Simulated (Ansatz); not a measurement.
## A family in space group Pm-3m

Computed with DFT, PBE, all-electron LAPW, scalar-relativistic (Ansatz 0.2.0).

All cells have space group Pm-3m and are held fixed (conventional cell and sites). Prototypes and MP cells are computed structures that needn't be known or stable phases of these compounds. Gaps are the smallest over the k mesh and a high-symmetry path; Bader charges come from PAW runs of the same cells. Open d or f shells run without spin or U come out metallic where the real compound may not be. Semilocal functionals give too small gaps and can close them; gaps under 0.4 eV may also close off the mesh. Rows with a moment start ferromagnetic; other orders may lie lower, and can open a gap.

No spin–orbit coupling, which matters for the heavy atoms here.

Where the f shell is localised, expect the real compound to differ from this run without U.

Ge: a = 2.71 Å, b = 2.71 Å, c = 2.71 Å; Ge 1a (0.000 0.000 0.000); 13×13×13 mesh, smearing 0.05 eV, sc type, relaxed by us
Pd: a = 2.61 Å, b = 2.61 Å, c = 2.61 Å; Pd 1a (0.000 0.000 0.000); 13×13×13 mesh, smearing 0.03 eV, sc type, relaxed by us
Hg: a = 3.09 Å, b = 3.09 Å, c = 3.09 Å; Hg 1a (0.000 0.000 0.000); 12×12×12 mesh, smearing 0.05 eV, sc type, relaxed by us
Gd: a = 3.26 Å, b = 3.26 Å, c = 3.26 Å; Gd 1a (0.000 0.000 0.000); 10×10×10 mesh, smearing 0.05 eV, sc type, relaxed by us
Si: a = 2.53 Å, b = 2.53 Å, c = 2.53 Å; Si 1a (0.000 0.000 0.000); 14×14×14 mesh, smearing 0.03 eV, sc type, relaxed by us
As: a = 2.73 Å, b = 2.73 Å, c = 2.73 Å; As 1a (0.000 0.000 0.000); 13×13×13 mesh, smearing 0.03 eV, sc type, relaxed by us

```tsv
compound	P (GPa)	gap (eV)	cell moment (μB)
Ge	0.0	none	unpolarised run
Pd	-0.1	none	unpolarised run
Hg	0.0	none	unpolarised run
Gd	0.0	none	7.9
As	0.0	none	unpolarised run
```

Predict the row of Si (its pressure aside) (no spin polarisation).

Gap (eV): none.
